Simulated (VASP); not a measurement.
Crystal: Si.

```
Si
1.0
     0.00000    2.72185    2.72185
     2.72185    0.00000    2.72185
     2.72185    2.72185    0.00000
Si
2
Cartesian
  2.7219 2.7219 2.7219
  4.0828 4.0828 4.0828
```

```yaml
Program: VASP 6.6.1
Task: relaxation of cell and atoms
Functional: RPBE
Dispersion: D3(BJ)
Potentials_or_basis: VASP PAW PBE potentials, release 64 (Si)
Cutoff: 600 eV
k_mesh: 8 × 8 × 8
Occupations: fermi-dirac, width 0.05 eV
Spin: no spin polarisation
```

At the start: pressure -6.9 GPa; volume 20.16 Å³/atom.

**Question.** Where does the relaxation end?

**Answer.** Over 3 steps the energy falls by 38.9 meV/atom and the volume is 18.53 Å³/atom (-8.1 %); space group Fd-3m (No. 227, to 0.05 Å).

Step by step:
| step | energy change (eV) | largest force (eV/Å) | pressure (GPa) | volume (Å³) |
| --- | --- | --- | --- | --- |
| 1 | 0.0000 | 0.0000 | -6.95 | 40.33 |
| 2 | -0.0534 | 0.0000 | 5.05 | 35.44 |
| 3 | -0.0778 | 0.0000 | 0.01 | 37.05 |

Final structure:
```cif
data_structure
_symmetry_space_group_name_H-M 'P 1'
_symmetry_Int_Tables_number 1
_cell_length_a 3.7421
_cell_length_b 3.7421
_cell_length_c 3.7421
_cell_angle_alpha 60.000
_cell_angle_beta 60.000
_cell_angle_gamma 60.000
_cell_volume 37.05
loop_
_atom_site_label
_atom_site_type_symbol
_atom_site_fract_x
_atom_site_fract_y
_atom_site_fract_z
_atom_site_occupancy
Si1 Si 0.50000 0.50000 0.50000 1
Si2 Si 0.75000 0.75000 0.75000 1
```

Caveat: the PAW data sets were made with another functional, which shifts forces and pressure a little.
